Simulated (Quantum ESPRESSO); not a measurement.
# AlN (P6_3mc) in Quantum ESPRESSO: convergence with wavefunction cutoff

Aim: find how far wavefunction cutoff must go before the results for AlN settle, at PBEsol. This setting moves, with any that are tied to it; all else stays.

Everything below comes from runs of Quantum ESPRESSO 7.5. Logs are shortened: lines on timing, memory, paths and dates and some standing lists are left out, and cuts for length are marked.

## 1. The crystal as given

It takes space group P6_3mc (No. 186, hexagonal). Conventional cell: a = 3.113 Å, b = 3.113 Å, c = 4.981 Å, α = 90.00°, β = 90.00°, γ = 120.00°. Around Al (site symmetry 3m) lie 4 N at 1.89 Å. N (site symmetry 3m) is surrounded by 4 Al at 1.89 Å.

## 2. With wavefunction cutoff 34 Ry

pw.in reads:

```
&CONTROL
  calculation = 'scf'
  prefix = 'pwscf'
  outdir = './tmp'
  pseudo_dir = './pseudo'
  tprnfor = .true.
  tstress = .true.
  disk_io = 'nowf'
/
&SYSTEM
  ibrav = 0
  nat = 4
  ntyp = 2
  ecutwfc = 34
  nbnd = 14
  occupations = 'smearing'
  smearing = 'fd'
  degauss = 0.00999582
/
&ELECTRONS
  conv_thr = 8d-10
  electron_maxstep = 120
  mixing_beta = 0.5
/
ATOMIC_SPECIES
Al    26.9815 Al.upf
N     14.0070 N.upf
CELL_PARAMETERS angstrom
   3.1130000000    0.0000000000    0.0000000000
  -1.5565000000    2.6959370820    0.0000000000
   0.0000000000    0.0000000000    4.9810000000
ATOMIC_POSITIONS crystal
Al     0.6666666667    0.3333333333    0.5000000000
Al     0.3333333333    0.6666666667    0.0000000000
N      0.6666666667    0.3333333333    0.8800000000
N      0.3333333333    0.6666666667    0.3800000000
K_POINTS automatic
10 10 6 0 0 0
```

Potentials or basis: PseudoDojo 0.4 SR PBEsol stringent.

Command:

```sh
OMP_NUM_THREADS=1 pw.x -in pw.in > pw.out
```

Run time: 11 s. Hardware: 1 thread of Arm Neoverse V1, shared host; peak memory 0.05 GiB.

Results:

| Quantity | Value |
| --- | --- |
| Free energy | -689.4767 eV |
| Pressure | -48.2 GPa |
| Largest force | 0.133 eV/Å |
| Band gap on the k mesh | 4.00 eV, direct |

## 3. With wavefunction cutoff 42 Ry

Changes to pw.in since step 2:

```diff
@@ -13,3 +13,3 @@
   ntyp = 2
-  ecutwfc = 34
+  ecutwfc = 42
   nbnd = 14
```

Potentials or basis: PseudoDojo 0.4 SR PBEsol stringent.

Command:

```sh
OMP_NUM_THREADS=1 pw.x -in pw.in > pw.out
```

It took 14 s on 1 thread of Arm Neoverse V1, shared host; peak memory 0.05 GiB.

What came out:

| Quantity | Value |
| --- | --- |
| Free energy | -692.6610 eV |
| Pressure | -27.2 GPa |
| Largest force | 0.134 eV/Å |
| Band gap on the k mesh | 4.06 eV, direct |

## 4. With wavefunction cutoff 50 Ry

Changes to pw.in since step 3:

```diff
@@ -13,3 +13,3 @@
   ntyp = 2
-  ecutwfc = 42
+  ecutwfc = 50
   nbnd = 14
```

Command:

```sh
OMP_NUM_THREADS=1 pw.x -in pw.in > pw.out
```

Wall time 24 s (1 thread of Arm Neoverse V1, shared host); peak memory 0.05 GiB.

Results:

| Quantity | Value |
| --- | --- |
| Free energy | -694.0410 eV |
| Pressure | -12.4 GPa |
| Largest force | 0.132 eV/Å |
| Band gap on the k mesh | 4.12 eV, direct |

## 5. With wavefunction cutoff 59 Ry

Changes to pw.in since step 4:

```diff
@@ -13,3 +13,3 @@
   ntyp = 2
-  ecutwfc = 50
+  ecutwfc = 59
   nbnd = 14
```

Command:

```sh
OMP_NUM_THREADS=1 pw.x -in pw.in > pw.out
```

Run time: 28 s. Hardware: 1 thread of Arm Neoverse V1, shared host; peak memory 0.06 GiB.

Results:

```yaml
Free_energy: -694.5503 eV
Pressure: -4.1 GPa
Largest_force: 0.132 eV/Å
Band_gap_on_the_k_mesh: 4.13 eV, direct
```

## 6. With wavefunction cutoff 67 Ry

Changes to pw.in since step 5:

```diff
@@ -13,3 +13,3 @@
   ntyp = 2
-  ecutwfc = 59
+  ecutwfc = 67
   nbnd = 14
```

Potentials or basis: PseudoDojo 0.4 SR PBEsol stringent.

Command:

```sh
OMP_NUM_THREADS=1 pw.x -in pw.in > pw.out
```

It took 26 s on 1 thread of Arm Neoverse V1, shared host; peak memory 0.07 GiB.

It converged, with:

* Free energy: -694.6761 eV
* Pressure: -1.0 GPa
* Largest force: 0.132 eV/Å
* Band gap on the k mesh: 4.14 eV, direct

## 7. With wavefunction cutoff 76 Ry

Changes to pw.in since step 6:

```diff
@@ -13,3 +13,3 @@
   ntyp = 2
-  ecutwfc = 67
+  ecutwfc = 76
   nbnd = 14
```

Command:

```sh
OMP_NUM_THREADS=1 pw.x -in pw.in > pw.out
```

Run time: 45 s. Hardware: 1 thread of Arm Neoverse V1, shared host; peak memory 0.09 GiB.

The run converged. Its results:

```yaml
Free_energy: -694.7038 eV
Pressure: 0.0 GPa
Largest_force: 0.132 eV/Å
Band_gap_on_the_k_mesh: 4.14 eV, direct
```

## 8. With wavefunction cutoff 84 Ry

Changes to pw.in since step 7:

```diff
@@ -13,3 +13,3 @@
   ntyp = 2
-  ecutwfc = 76
+  ecutwfc = 84
   nbnd = 14
```

Command:

```sh
OMP_NUM_THREADS=1 pw.x -in pw.in > pw.out
```

Run time: 50 s. Hardware: 1 thread of Arm Neoverse V1, shared host; peak memory 0.1 GiB.

It converged, with:

- Free energy: -694.7064 eV
- Pressure: 0.1 GPa
- Largest force: 0.132 eV/Å
- Band gap on the k mesh: 4.14 eV, direct

## 9. With wavefunction cutoff 101 Ry

Changes to pw.in since step 8:

```diff
@@ -13,3 +13,3 @@
   ntyp = 2
-  ecutwfc = 84
+  ecutwfc = 101
   nbnd = 14
```

Potentials or basis: PseudoDojo 0.4 SR PBEsol stringent.

Command:

```sh
OMP_NUM_THREADS=1 pw.x -in pw.in > pw.out
```

Run time: 60 s. Hardware: 1 thread of Arm Neoverse V1, shared host; peak memory 0.12 GiB.

The run converged. Its results:

- Free energy: -694.7072 eV
- Pressure: 0.1 GPa
- Largest force: 0.132 eV/Å
- Band gap on the k mesh: 4.14 eV, direct

## 10. With wavefunction cutoff 126 Ry

Changes to pw.in since step 9:

```diff
@@ -13,3 +13,3 @@
   ntyp = 2
-  ecutwfc = 101
+  ecutwfc = 126
   nbnd = 14
```

Potentials or basis: PseudoDojo 0.4 SR PBEsol stringent.

Command:

```sh
OMP_NUM_THREADS=1 pw.x -in pw.in > pw.out
```

pw.out:

```text
This program is part of the open-source Quantum ESPRESSO suite
     for quantum simulation of materials; please cite
[... 9 lines left out ...]
     --------------------
     sticks:   dense  smooth     PW     G-vecs:    dense   smooth      PW
     Sum        1201    1201    349                53959    53959    8183

     Using Slab Decomposition

     bravais-lattice index     =            0
     lattice parameter (alat)  =       5.8827  a.u.
     unit-cell volume          =     282.0993 (a.u.)^3
     number of atoms/cell      =            4
     number of atomic types    =            2
     number of electrons       =        16.00
     number of Kohn-Sham states=           14
     kinetic-energy cutoff     =     126.0000  Ry
     charge density cutoff     =     504.0000  Ry
     scf convergence threshold =      8.0E-10
     mixing beta               =       0.5000
     number of iterations used =            8  plain     mixing
     Exchange-correlation= PBESOL
                           (   1   4  10   8   0   0   0)

     celldm(1)=   5.882717  celldm(2)=   0.000000  celldm(3)=   0.000000
     celldm(4)=   0.000000  celldm(5)=   0.000000  celldm(6)=   0.000000

     crystal axes: (cart. coord. in units of alat)
               a(1) = (   1.000000   0.000000   0.000000 )
               a(2) = (  -0.500000   0.866025   0.000000 )
               a(3) = (   0.000000   0.000000   1.600064 )

     reciprocal axes: (cart. coord. in units 2 pi/alat)
               b(1) = (  1.000000  0.577350 -0.000000 )
               b(2) = (  0.000000  1.154701  0.000000 )
               b(3) = (  0.000000 -0.000000  0.624975 )

     PseudoPot. # 1 for Al read from file:
     Al.upf
     Pseudo is Norm-conserving + core correction, Zval =  3.0
     Generated using ONCVPSP code by D. R. Hamann
     Using radial grid of 1876 points,  6 beta functions with:
                l(1) =   0
                l(2) =   0
                l(3) =   1
                l(4) =   1
                l(5) =   2
                l(6) =   2

     PseudoPot. # 2 for N  read from file:
     N.upf
     Pseudo is Norm-conserving + core correction, Zval =  5.0
     Generated using ONCVPSP code by D. R. Hamann
     Using radial grid of 1058 points,  4 beta functions with:
                l(1) =   0
                l(2) =   0
                l(3) =   1
                l(4) =   1

     atomic species   valence    mass     pseudopotential
     Al                3.00    26.98150     Al( 1.00)
     N                 5.00    14.00700     N ( 1.00)

     12 Sym. Ops. (no inversion) found ( 6 have fractional translation)

   Cartesian axes

     site n.     atom                  positions (alat units)
         1        Al     tau(   1) = (   0.5000000   0.2886751   0.8000321  )
         2        Al     tau(   2) = (  -0.0000000   0.5773503   0.0000000  )
         3        N      tau(   3) = (   0.5000000   0.2886751   1.4080565  )
         4        N      tau(   4) = (  -0.0000000   0.5773503   0.6080244  )

     number of k points=    56  Fermi-Dirac smearing, width (Ry)=  0.0100
                       cart. coord. in units 2pi/alat
        k(    1) = (   0.0000000   0.0000000   0.0000000), wk =   0.0033333
        k(    2) = (   0.0000000   0.0000000   0.1041625), wk =   0.0066667
        k(    3) = (   0.0000000   0.0000000   0.2083250), wk =   0.0066667
        k(    4) = (   0.0000000   0.0000000  -0.3124875), wk =   0.0033333
        k(    5) = (   0.0000000   0.1154701   0.0000000), wk =   0.0200000
        k(    6) = (   0.0000000   0.1154701   0.1041625), wk =   0.0400000
[... 48 lines left out ...]
        k(   55) = (   0.3000000   0.5196152   0.2083250), wk =   0.0400000
        k(   56) = (   0.3000000   0.5196152  -0.3124875), wk =   0.0200000

     Dense  grid:    53959 G-vectors     FFT dimensions: (  45,  45,  72)

     Initial potential from superposition of free atoms

     starting charge      15.9953, renormalised to      16.0000
     Starting wfcs are   16 randomized atomic wfcs

     Self-consistent Calculation

     iteration #  1     ecut=   126.00 Ry     beta= 0.50
     Davidson diagonalization with overlap
     ethr =  1.00E-02,  avg # of iterations =  4.2

     total energy              =     -50.71897110 Ry
     estimated scf accuracy    <       1.14216396 Ry

     iteration #  2     ecut=   126.00 Ry     beta= 0.50
     Davidson diagonalization with overlap
     ethr =  7.14E-03,  avg # of iterations =  2.0
[... 57 lines left out ...]
     total energy              =     -51.06013465 Ry
     estimated scf accuracy    <          1.4E-09 Ry

     iteration # 11     ecut=   126.00 Ry     beta= 0.50
     Davidson diagonalization with overlap
     ethr =  8.91E-12,  avg # of iterations =  2.2

     End of self-consistent calculation

          k = 0.0000 0.0000 0.0000 (  6753 PWs)   bands (ev):

    -8.1200  -5.9312   0.9676   6.1739   6.1739   6.8306   6.8306   7.0109
    11.1471  13.5803  17.4926  18.0769  18.0769  20.0695

          k = 0.0000 0.0000 0.1042 (  6735 PWs)   bands (ev):

    -8.0124  -6.1450   1.3454   6.2155   6.2155   6.4053   6.7843   6.7843
    11.6395  13.6467  17.3213  18.0446  18.0446  19.2436
[... 83 lines left out ...]
    -6.1979  -5.6472   1.5469   2.1745   4.6526   5.3141   5.9960   6.0260
    12.1009  12.9656  15.9765  16.8354  18.2582  19.1214

          k = 0.0000 0.4619-0.3125 (  6734 PWs)   bands (ev):

    -5.9260  -5.9260   1.7193   1.7193   5.5556   5.5556   5.6371   5.6371
    12.4400  12.4400  16.3500  16.3500  18.6688  18.6688

          k = 0.0000-0.5774 0.0000 (  6724 PWs)   bands (ev):

    -6.1222  -5.4162   1.5320   2.8422   3.6427   4.9271   5.2096   6.3477
    12.7044  12.7098  15.1152  17.1992  17.8261  19.1198

          k = 0.0000-0.5774 0.1042 (  6720 PWs)   bands (ev):

    -6.0698  -5.4546   1.3828   2.4642   4.0361   5.0052   5.5619   6.2295
    12.2374  12.7727  15.8287  16.6795  18.1429  19.2351

          k = 0.0000-0.5774 0.2083 (  6724 PWs)   bands (ev):

    -5.9284  -5.5688   1.2396   1.8315   4.8623   5.2284   5.9284   5.9298
    11.8588  12.7246  15.9976  16.6973  18.2223  19.0034

          k = 0.0000-0.5774-0.3125 (  6744 PWs)   bands (ev):

    -5.7419  -5.7419   1.3788   1.3788   5.5594   5.5594   5.6440   5.6440
    12.2105  12.2105  16.1971  16.1971  18.7308  18.7308

          k = 0.1000 0.1732 0.0000 (  6743 PWs)   bands (ev):

    -7.7426  -5.7276   1.4194   4.8400   5.0891   5.9963   6.6273   6.8239
    12.5294  14.8389  16.0978  16.3277  18.8794  19.0983

          k = 0.1000 0.1732 0.1042 (  6748 PWs)   bands (ev):
[... 146 lines left out ...]
    -5.6635  -5.4925   2.1936   2.1968   2.9659   3.9163   5.6720   6.0590
    13.2507  14.5455  15.3598  15.5251  18.6303  18.7576

          k = 0.3000 0.5196-0.3125 (  6732 PWs)   bands (ev):

    -5.5673  -5.5673   2.0658   2.0658   3.3373   3.3373   6.1941   6.1941
    13.9864  13.9864  15.1671  15.1671  18.7451  18.7451

     the Fermi energy is     9.2762 ev

!    total energy              =     -51.06013465 Ry
     estimated scf accuracy    <          3.3E-10 Ry
     smearing contrib. (-TS)   =      -0.00000000 Ry
     internal energy E=F+TS    =     -51.06013465 Ry

     The total energy is F=E-TS. E is the sum of the following terms:
     one-electron contribution =      -1.97386163 Ry
     hartree contribution      =      11.22368907 Ry
     xc contribution           =     -16.82351380 Ry
     ewald contribution        =     -43.48644828 Ry

     convergence has been achieved in  11 iterations

     Forces acting on atoms (cartesian axes, Ry/au):

     atom    1 type  1   force =     0.00000000    0.00000000   -0.00513528
     atom    2 type  1   force =    -0.00000000    0.00000000   -0.00513528
     atom    3 type  2   force =     0.00000000   -0.00000000    0.00513528
     atom    4 type  2   force =    -0.00000000   -0.00000000    0.00513528

     Total force =     0.010271     Total SCF correction =     0.000001

     Computing stress (Cartesian axis) and pressure

          total   stress  (Ry/bohr**3)                   (kbar)     P=        1.06
  -0.00002764  -0.00000000   0.00000000           -4.07       -0.00        0.00
  -0.00000000  -0.00002764   0.00000000           -0.00       -4.07        0.00
   0.00000000   0.00000000   0.00007696            0.00        0.00       11.32

=------------------------------------------------------------------------------=
   JOB DONE.
=------------------------------------------------------------------------------=
```

It took 1.8 min on 1 thread of Arm Neoverse V1, shared host; peak memory 0.16 GiB.

What came out:

```yaml
Free_energy: -694.7085 eV
Pressure: 0.1 GPa
Largest_force: 0.132 eV/Å
Band_gap_on_the_k_mesh: 4.14 eV, direct
```

## 11. Summary

| wavefunction cutoff | energy less the tightest run, at zero smearing (meV/atom) | pressure (GPa) | largest force (eV/Å) | gap on the mesh (eV) | SCF cycles | CPU time (s) | peak memory (GiB) |
| --- | --- | --- | --- | --- | --- | --- | --- |
| 34 Ry | 1307.94 | -48.23 | 0.133 | 3.998 | 9 | 11 | 0.05 |
| 42 Ry | 511.88 | -27.24 | 0.134 | 4.060 | 10 | 14 | 0.05 |
| 50 Ry | 166.89 | -12.42 | 0.132 | 4.124 | 10 | 24 | 0.05 |
| 59 Ry | 39.55 | -4.10 | 0.132 | 4.131 | 11 | 27 | 0.06 |
| 67 Ry | 8.10 | -1.04 | 0.132 | 4.136 | 9 | 26 | 0.07 |
| 76 Ry | 1.17 | -0.04 | 0.132 | 4.136 | 10 | 45 | 0.09 |
| 84 Ry | 0.52 | 0.12 | 0.132 | 4.136 | 10 | 50 | 0.1 |
| 101 Ry | 0.34 | 0.10 | 0.132 | 4.136 | 10 | 60 | 0.12 |
| 126 Ry | 0.00 | 0.11 | 0.132 | 4.136 | 11 | 110 | 0.16 |

Against the tightest run, the energy stays within 1 meV/atom from 84 Ry on; the pressure stays within 0.1 GPa from 84 Ry on; the largest force stays within 0.005 eV/Å from 34 Ry on; the gap on the mesh stays within 0.01 eV from 59 Ry on. The tightest run that finished is the yardstick and may itself not be fully converged.
